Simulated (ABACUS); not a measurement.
Rh:

```
Rh
1.0
     2.68397    0.00000    0.00000
     1.34198    2.32438    0.00000
     1.34198    0.77479    2.19145
Rh
1
Cartesian
  0.0000 0.0000 0.0000
```

Base run:

```yaml
Program: ABACUS 3.10.1
Functional: BP86
Potentials_or_basis: PseudoDojo NC SR 0.4.1 PBE standard
Cutoff: 1211 eV
Density_cutoff: 4844 eV
Basis: plane waves
k_mesh: 10 × 10 × 10
Occupations: fermi-dirac, width 0.05 eV
Spin: no spin polarisation
```

Its results: band gap on the k mesh none (metal or under the smearing width); pressure 9.4 GPa.

Question: The run is repeated on the same cell with these changes: functional from BP86 to LDA-PW92; potentials or basis from PseudoDojo NC SR 0.4.1 PBE standard to PseudoDojo NC SR 0.4.1 LDA stringent. What comes out?

Answer: Band gap on the k mesh none (metal or under the smearing width); pressure -9.3 GPa.

Caveats: the potentials were made for another functional, which shifts forces and pressure (some runs).

Not every run made on this cell is shown here.
